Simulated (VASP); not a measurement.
Set up this calculation in VASP 6.6.1, as the native input.

```yaml
Task: relaxation of cell and atoms
Functional: PBE
Potentials_or_basis: VASP PAW PBE potentials, release 64 (Cd, Te)
Cutoff: 600 eV
k_mesh: 8 × 8 × 8
Occupations: gaussian, width 0.02 eV
Spin: no spin polarisation
Dipole_correction: no
Further_INCAR_settings: ALGO = Fast; EDIFF = 1e-06; IBRION = 2; EDIFFG = -0.005; NSW = 100; ISIF = 3
```

The structure of CdTe lies in POSCAR:

```
CdTe
1.0
    0.0000000000      3.2050000000      3.2050000000
    3.2050000000      0.0000000000      3.2050000000
    3.2050000000      3.2050000000      0.0000000000
Cd Te
1 1
Direct
    0.0000000000      0.0000000000      0.0000000000
    0.2500000000      0.2500000000      0.2500000000
```

The input as run:

INCAR

```
PREC = Accurate
ENCUT = 600
EDIFF = 1E-6
ISMEAR = 0
SIGMA = 0.02
LREAL = False
LASPH = True
NELM = 80
ALGO = Fast
ISIF = 3
LWAVE = False
LCHARG = False
GGA = PE
IBRION = 2
NSW = 100
EDIFFG = -0.005
```

KPOINTS

```
regular mesh
0
Gamma
  8 8 8
```

Potentials or basis: VASP PAW PBE potentials, release 64 (Cd, Te).

The run is started by

```bash
$ cat potpaw_PBE.64/Cd/POTCAR potpaw_PBE.64/Te/POTCAR > POTCAR
$ mpirun -np 1 vasp_std > vasp.out
```

It gave:

```json
{
 "Relaxed volume": "36.29 Å³/atom",
 "Relaxed cell": "a = 4.682 Å, b = 4.682 Å, c = 4.682 Å, α = 60.00°, β = 60.00°, γ = 60.00°",
 "Space group after relaxing (to 0.05 Å)": "F-43m (No. 216)",
 "Energy gained by relaxing": "42.0 meV/atom",
 "Ionic steps": "14",
 "Pressure after relaxing": "0.0 GPa",
 "Band gap on the k mesh": "0.58 eV, direct"
}
```

Caveat: spin-orbit coupling is left out, which moves the levels of the heavy elements; the volume moved by +10 % from the deposited cell, more than functionals usually miss.

It took 62 s on 1 thread of Intel(R) Xeon(R) 6975P-C (Granite Rapids), with other jobs on the host, peak memory 0.23 GiB.
